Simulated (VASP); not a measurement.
Input of a VASP 6.6.1 run:

File INCAR:

```
  ALGO = Normal
  EDIFF = 1E-7
  EDIFFG = -0.005
  ENCUT = 600
  GGA = CA
  IBRION = 2
  ISIF = 3
  ISMEAR = 0
  LASPH = True
  LCHARG = False
  LREAL = False
  LWAVE = False
  NELM = 80
  NSW = 90
  PREC = Accurate
  SIGMA = 0.03
```

The input KPOINTS:

```
k-points
0
Gamma
  10 10 10
```

File POSCAR:

```
InAs                                    
1.0
   -0.0000000000      3.0160780068      3.0160780068
    3.0160780068      0.0000000000      3.0160780068
    3.0160780068      3.0160780068      0.0000000000
  In              As            
     1     1
Direct
     0.0000000000000000    0.0000000000000000    0.0000000000000000
     0.2500000000000000    0.2500000000000000    0.2500000000000000
```

Potentials or basis: VASP PAW LDA potentials, release 64 (In_d, As).

Launch:

```bash
$ cat potpaw_LDA.64/In_d/POTCAR potpaw_LDA.64/As/POTCAR > POTCAR
$ mpirun -np 1 vasp_std > vasp.out
```

Problem. Predict the band gap on the k mesh.

Solution. None (metal or under the smearing width).

Final structure:
```cif
data_structure
_symmetry_space_group_name_H-M 'P 1'
_symmetry_Int_Tables_number 1
_cell_length_a 4.2654
_cell_length_b 4.2654
_cell_length_c 4.2654
_cell_angle_alpha 60.000
_cell_angle_beta 60.000
_cell_angle_gamma 60.000
_cell_volume 54.87
loop_
_atom_site_label
_atom_site_type_symbol
_atom_site_fract_x
_atom_site_fract_y
_atom_site_fract_z
_atom_site_occupancy
In1 In 0.00000 0.00000 0.00000 1
As1 As 0.25000 0.25000 0.25000 1
```

Caveat: the relaxation stopped at its first step, so nothing moved; this crystal is a semiconductor, whose small gap the functional closes, so the metal is an error of the method.
